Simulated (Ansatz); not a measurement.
**AgBr: a fit and a missing row**

AgBr, Fm-3m, a = 5.785 Å. Ansatz: r2SCAN, PAW, 500 eV, Γ-centred 8×8×8 mesh on 2 atoms, Gaussian smearing 0.02 eV; no spin polarisation. Symmetry fixes shape and atoms, so the cell is only scaled; pressure is positive in compression.

```
V (Å³/atom) P (GPa)
     22.750     3.29
     23.476     1.49
     24.202    -0.01
     24.928    -1.25
     25.654        ?
```

Question: Take V0 = 24.202 Å³/atom, count pressures from its P0 = -0.01 GPa, fit the third-order Birch–Murnaghan form to the other rows, and predict the missing pressure.

Answer: With the Eulerian strain f = ½[(V0/V)^(2/3) − 1] and y = (P − P0)/[3f(1 + 2f)^(5/2)], the form is the line y = B0 + 1.5 B0 (B0′ − 4) f. Rows (f, y): 0.02105, 47.1; 0.01026, 46.3; -0.00976, 44.5. Means f = 0.007183, y = 45.967; Σ(Δf)² = 0.0004888, ΣΔfΔy = 0.04159; the slope is their ratio. y = 45.36 + 85.08 f GPa, so B0 = 45.4 GPa and B0′ = 4 + 2 × (85.08)/(3 × 45.36) = 5.25. At V = 25.654, f = -0.01905, y = 43.74 and P = -2.28 GPa. The run gave -2.28 GPa, the same to the digits shown. The form still works here, 33 % of the fitted range beyond its end.

Cost: 5 runs of about 0.49 core-minutes in all, on Arm Neoverse V2 (shared hosts).